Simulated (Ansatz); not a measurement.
**MgSe at 40 GPa: from Born charge to LO–TO splitting and polaron coupling**

These are results of DFT LDA, scalar-relativistic, plane waves, PAW in Ansatz 0.2.0, not measurements. Settings: 420 eV plane-wave cutoff, Γ-centred 10×10×10 mesh, fixed occupations. No spin polarisation. Phonons by linear response, acoustic sum rule imposed.

The cell, relaxed at 40 GPa:
Space group Fm-3m (No. 225). a = 4.866 Å, b = 4.866 Å, c = 4.866 Å, α = 90.00°, β = 90.00°, γ = 90.00°
```
atom site symmetry x y z
  Mg    4a m-3m  0.0000  0.0000  0.0000
  Se    4b m-3m  0.5000  0.0000  0.0000
```

Other phases may be more stable at this pressure.

Linear response gives ν_TO = 378.2 cm⁻¹, Born charges ±2.033 e (positive on Mg) and ε∞ = 6.848. The primitive cell holds 28.806 Å³, and the masses are 24.305 and 78.971 amu.

**Question.** Find ν_LO and the static dielectric constant.

**Answer.** The long-wave field adds a restoring force: ω_LO² − ω_TO² = Z*²e²/(ε_vac ε∞ μV). In these units ν_LO² − ν_TO² = 4.92064×10⁷ Z*²/(μ V ε∞) cm⁻², with μ = m₁m₂/(m₁ + m₂) = 18.585 amu: 55491 cm⁻². So ν_LO = √(378.2² + 55491) = 445.6 cm⁻¹, and the run gives 445.6. Lyddane–Sachs–Teller then gives ε0 = ε∞ (ν_LO/ν_TO)² = 9.51, against 9.51 in the run (it forms both from the same three quantities, so the match checks the arithmetic only). Between ν_TO and ν_LO the dielectric function is negative and an undamped crystal reflects fully: a reststrahlen band from 22.4 to 26.4 μm.

**Question.** What do the Clausius–Mossotti polarisability and the Szigeti charge come to?

**Answer.** With the Lorentz local field, α = (3V/4π)(ε∞ − 1)/(ε∞ + 2) = 4.55 Å³ for the pair, and e_S = 3Z*/(ε∞ + 2) = 0.69 e. The Born charge includes the electrons' response to the dipole's own local field, and e_S takes that enhancement out. The Lorentz field assumes point-like polarisable ions, a poor picture once ε∞ is this large, since the electron clouds then overlap or are shared, so both numbers are formal here.

**Question.** How strongly does a slow electron couple to the LO mode?

**Answer.** For one isotropic parabolic band, Fröhlich's constant is α_F = (1/ε∞ − 1/ε0) √(m* Ry/ħω_LO), with Ry = 13.606 eV, ħω_LO = 55.2 meV and m* in free-electron masses: α_F = 0.0408 × 15.69 × √m* = 0.64 √m*. The band mass isn't part of this run; for m* = 0.1, 0.3 and 1 it gives 0.20, 0.35, 0.64. In weak coupling the polaron lies α_F ħω_LO below the band edge (19 meV at m* = 0.3) with a mass m*(1 + α_F/6); past α_F of about 5 or 6 that expansion fails. A semilocal functional's ε∞ tends to be too large, which taken alone lowers α_F.